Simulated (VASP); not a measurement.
The system is BAs.

```
B As
1.0
     2.92516    0.00000    0.00000
     0.00000    2.92516    0.00000
     0.00000    0.00000    2.92516
B As
1 1
Direct
  0.00000 0.00000 0.00000
  0.50000 0.50000 0.50000
```

The cell was built by a generator and needn't be a form met in nature.

Base run:

```yaml
Program: VASP 6.6.1
Functional: r2SCAN
Potentials_or_basis: VASP PAW PBE potentials, release 64 (B, As)
Cutoff: 520 eV
k_mesh: 6 × 6 × 6
Occupations: fermi-dirac, width 0.02 eV
Spin: no spin polarisation
```

Its results: band gap on the k mesh none (metal or under the smearing width); pressure 2.0 GPa.

The run is repeated on the same cell with these changes: k mesh from 6 × 6 × 6 to 8 × 8 × 1; further incar settings from ALGO = Normal; EDIFF = 1e-06; NBANDS = 11 to ALGO = Normal; EDIFF = 1e-07; NBANDS = 11. What comes out?

Band gap on the k mesh none (metal or under the smearing width); pressure 13.4 GPa.

Caveats: some runs use coarse meshes; the PAW data sets were made with another functional, which shifts forces and pressure a little.
